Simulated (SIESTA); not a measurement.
Runs of SIESTA 5.4.2 on La2O3. It takes space group P-62m (No. 189, hexagonal). Conventional cell: a = 6.267 Å, b = 6.267 Å, c = 3.300 Å, α = 90.00°, β = 90.00°, γ = 120.00°. La (site symmetry -6) has 6 O at 2.45 Å as nearest neighbours. O (site symmetry m2m) has 4 La at 2.45 Å as nearest neighbours. The cell comes from a database or a generator and needn't be the stable form of this composition.

| task | level | potentials or basis | k mesh | gap on the mesh (eV) | pressure (GPa) | V0 of scaled cells (Å³/atom) | B0 (GPa) | largest force (eV/Å) |
| --- | --- | --- | --- | --- | --- | --- | --- | --- |
| band structure | PBEsol | PseudoDojo 0.4 standard (PBEsol files), DZP (energy shift 0.003 Ry; two zetas on semicore shells) | 5 × 5 × 8 | 1.23 | 4.4 | - | - | 0.03 |
| equation of state | PBEsol | PseudoDojo 0.4 standard (PBEsol files), DZP (energy shift 0.003 Ry; two zetas on semicore shells) | 4 × 4 × 6 | - | - | 23.39 | (b) | - |
| band structure | LDA | PseudoDojo 0.4 standard (PBE and LDA files), DZP (energy shift 0.003 Ry; two zetas on semicore shells) | 5 × 5 × 8 | 1.10 | 2.5 | - | - | 0.04 |
| equation of state | LDA | PseudoDojo 0.4 standard (PBE and LDA files), DZP (energy shift 0.003 Ry; two zetas on semicore shells) | 4 × 4 × 6 | - | - | (a) | 104 | - |

Alike in all rows: no spin polarisation; cell as given; smearing fermi-dirac 0.05 eV; grid cutoff 800 Ry; energy shift 0.003 Ry.

Fill in the values left out.

(a) 22.96; (b) 98.

Caveats: the basis of atomic orbitals isn't converged, which shifts pressures, moduli and gaps; spin-orbit coupling is left out, which moves the levels of the heavy elements (some runs); the cell was scaled at fixed shape and fractional positions, which overstates the stiffness of a crystal with free parameters, most of all of layers and chains (some runs); the potentials were made for another functional, which shifts forces and pressure (some runs).

A k mesh can miss the band edges, and the runs leave out spin-orbit coupling on La.
